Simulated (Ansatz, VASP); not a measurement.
## MgO: VASP beside Ansatz

```
Mg O
1.0
     0.00000    2.12722    2.12722
     2.12722    0.00000    2.12722
     2.12722    2.12722    0.00000
Mg O
1 1
Direct
  0.00000 0.00000 0.01331
  0.50000 0.50000 0.47979
```

Change from the starting cell: mode 4 frozen in at -0.043 Å and mode 5 at -0.043 Å (largest displacements).

Alike in both runs: task single point; functional PBE; k mesh 10 × 10 × 10; occupations gaussian, width 0.05 eV; no spin polarisation.

```csv
,VASP,Ansatz
version,VASP 6.6.1,Ansatz 0.2.0
potentials or method,"VASP PAW PBE potentials, release 64 (Mg, O)","scalar-relativistic, plane waves, PAW"
plane-wave cutoff (eV),520,520
valence electrons in the cell,8,16
```

```tsv
	VASP	Ansatz	Ansatz less VASP
gap on the k mesh at the Fermi level (eV)	4.44	4.46	+0.020
least direct gap on the mesh (eV)	4.44	4.46	+0.020
pressure (GPa)	0.1	0.9	+0.81
largest component of the traceless stress (GPa)	1.09	1.07	-0.016
rms of the force components (eV/Å)	0.283	0.279	-0.0034
```

Atom by atom the forces differ by 0.003 eV/Å (rms over components). The two sets of potentials don't hold the same shells in valence.
